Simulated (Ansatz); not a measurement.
# SiC: one atom moved over a plane

These are results of Ansatz 0.2.0, DFT PBE, scalar-relativistic, plane waves, PAW, not measurements. Settings: plane waves to 420 eV, k-mesh 6×6×4 (Γ-centred), Gaussian smearing 0.05 eV. The mesh is coarse. No spin polarisation. Energies are free energies at this smearing, counted from the undisturbed cell; pressure is positive in compression.

Zero of the scan (as given, not relaxed at this level; it stands at 3.7 GPa):

```
Si C
1.0
     3.07600    0.00000    0.00000
    -1.53800    2.66389    0.00000
     0.00000    0.00000    5.04800
Si C
2 2
Direct
  0.33333 0.66667 0.00000
  0.66667 0.33333 0.50000
  0.33333 0.66667 0.38500
  0.66667 0.33333 0.88500
```

Atom 1 (Si) is moved by p along (0.707, 0.707, 0.000) and q along (0.000, 0.000, 1.000) (Å), all else fixed. Points are written (p, q).

Energy above the undisturbed cell in eV/cell (a dash: not computed):

```
 p \ q  -0.200  -0.100  0.000  0.100  0.200
-0.200    1.17    0.76   0.50   0.47   0.77
-0.100    0.67    0.31   0.12   0.15   0.51
 0.000    0.52    0.18   0.00   0.06   0.44
 0.100    0.65    0.30   0.10   0.14   0.50
 0.200    1.01    0.62   0.39   0.38   0.69
```

Pressure in GPa:

```
 p \ q  -0.200  -0.100  0.000  0.100  0.200
-0.200    10.6     8.5    7.0    6.5    7.6
-0.100     7.3     5.5    4.4    4.4    6.1
 0.000     6.3     4.7    3.7    3.8    5.7
 0.100     7.1     5.4    4.3    4.3    6.0
 0.200     9.5     7.5    6.1    5.7    7.0
```

Gap on the k-mesh in eV:

| p \ q | -0.200 | -0.100 | 0.000 | 0.100 | 0.200 |
| --- | --- | --- | --- | --- | --- |
| -0.200 | 1.62 | 1.98 | 2.08 | 1.52 | 0.86 |
| -0.100 | 1.75 | 2.13 | 2.27 | 1.81 | 1.14 |
| 0.000 | 1.86 | 2.24 | 2.32 | 2.12 | 1.45 |
| 0.100 | 1.74 | 2.12 | 2.22 | 1.78 | 1.12 |
| 0.200 | 1.63 | 1.97 | 1.95 | 1.42 | 0.78 |

Cost: 25 runs of about 1.5 core-minutes in all, on Arm Neoverse V2 (shared hosts).